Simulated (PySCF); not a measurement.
An unknown is described by computed data only.

Formula: C3H2N2.

* NMR, other nuclei: isotropic shieldings of nuclei other than C and H, by class: -43 (2 N) ppm [GIAO PBE0/pcSseg-1]
* 13C NMR: chemical shifts (computed TMS as zero) by class: 114.3 (2 C), 6.5 (1 C) ppm [GIAO PBE0/pcSseg-1]
* 1H NMR: chemical shifts (computed TMS as zero) by class: 3.24 (2 H) ppm [GIAO PBE0/pcSseg-1]
* Rotational structure: rotational constants A, B, C: 19.698, 3.130, 2.748 GHz [GFN2-xTB]
* Dipole: 4.00 D [PBE0/pcSseg-1]

Gas-phase values; electronic properties from PySCF, density fitting. Levels stand in brackets. Isolated species at its GFN2-xTB geometry, gas phase. NMR classes are plain means over equivalent atoms (diastereotopic ones count apart unless rotation or inversion swaps them), as if these changed places fast.

**Question.** Give a SMILES that accounts for the data.

**Answer.** Numbering: `[N:1]#[C:2][CH2:3][C:4]#[N:5]`. Its formula, C3H2N2, gives 4 degrees of unsaturation: 0 rings and 4 π bonds in the structure found. 3 carbons fall into 2 classes; from least to most shielded: nitrile carbon [C2/C4] (114.3 ppm, 2 C), sp3 carbon next to a nitrile [C3] (6.5 ppm). All hydrogens form one class (3.24 ppm): methylene hydrogen. The other shieldings belong to: -43 ppm, nitrile nitrogen [N1/N5]. The optimised geometry has point group C2v and is an asymmetric top. Structure: malononitrile (`N#CCC#N`). The assignments are read from this structure; whether some other isomer fits the data as well wasn't checked.
